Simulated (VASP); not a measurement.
Runs of VASP 6.6.1 on Hf. The structure is hexagonal, space group P6/mmm (No. 191). Conventional cell: a = 4.962 Å, b = 4.962 Å, c = 3.086 Å, α = 90.00°, β = 90.00°, γ = 120.00°. Hf (site symmetry -6m2) is surrounded by 11 Hf at 2.87 to 3.25 Å. Around Hf (site symmetry 6/mmm) lie 14 Hf at 3.09 to 3.25 Å. This isn't the form of Hf at room conditions, which is hcp.

```csv
task,level,potentials or basis,cell,k mesh,cutoff (eV),gap on the mesh (eV),pressure (GPa),relaxed volume (Å³/atom)
relaxation of cell and atoms,PBEsol,"VASP PAW PBE potentials, release 64 (Hf_pv)",relaxed,12 × 12 × 14,300,none,0.0,21.26
relaxation of cell and atoms,PBE+D3(BJ),"VASP PAW PBE potentials, release 64 (Hf_pv)",relaxed,12 × 12 × 14,600,none,0.0,21.54
relaxation of cell and atoms,PBEsol,"VASP PAW PBE potentials, release 64 (Hf_pv)",relaxed,6 × 6 × 6,600,none,0.0,21.31
relaxation of cell and atoms,RPBE,"VASP PAW PBE potentials, release 64 (Hf_pv)",relaxed,12 × 12 × 14,600,none,0.0,22.81
relaxation of cell and atoms,PBE,"VASP PAW PBE potentials, release 64 (Hf_pv)",relaxed,12 × 12 × 14,600,none,0.0,22.22
relaxation of cell and atoms,LDA,"VASP PAW LDA potentials, release 64 (Hf_pv)",relaxed,12 × 12 × 14,600,none,0.0,(b)
relaxation of cell and atoms,PBEsol,"VASP PAW PBE potentials, release 64 (Hf_pv)",relaxed,12 × 12 × 14,600,none,0.0,21.31
single point,PBEsol,"VASP PAW PBE potentials, release 64 (Hf_pv)",as given,12 × 12 × 14,520,none,(a),-
```

Alike in all rows: no spin polarisation; smearing gaussian 0.1 eV.

Problem. Estimate the missing entries.

Solution. (a) -3.2; (b) 20.63.

Caveats: the PAW data sets were made with another functional, which shifts forces and pressure a little (some runs); pairwise dispersion overbinds metals, which lowers pressure and volume (some runs).

A k mesh can miss the band edges, and the runs leave out spin-orbit coupling on Hf.

A gap of «none» marks a metal or a gap under the smearing width.
